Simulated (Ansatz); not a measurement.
All-electron LAPW in Ansatz 0.2.0 under PBE, scalar-relativistic, energies extrapolated to zero smearing. Slabs are 1×1 cells cut from bulk crystals relaxed on PAW files, with atoms then relaxed, 16 to 20 Å of vacuum, a dipole correction, k spacings of 0.16 to 0.26 Å⁻¹ and smearing of 0.02 to 0.1 eV, without spin–orbit coupling or spin polarisation. The bulk type named needn't be the stable one, and no reconstruction is allowed.

| slab | area (Å²) | γ (J/m²) | Φ (eV) | Δd12 (%) |
| --- | --- | --- | --- | --- |
| fcc Rh (100), 3 layers | 7.34 | 2.35 | 4.90 | ? |
| bcc Rh (110), 2 layers | 6.66 | 1.83 | 5.12 | -5.4 |
| hcp Rh (0001), 2 layers | 6.43 | ? | 5.17 | -3.2 |
| hcp Rh (10-10), 8 layers | 11.97 | 2.06 | 5.10 | -20.2 |

Question: Give the missing entry: row "fcc Rh (100), 3 layers", column "Δd12 (%)".

Answer: -4.0.

Question: Give the missing entry: row "hcp Rh (0001), 2 layers", column "γ (J/m²)".

Answer: 1.96.
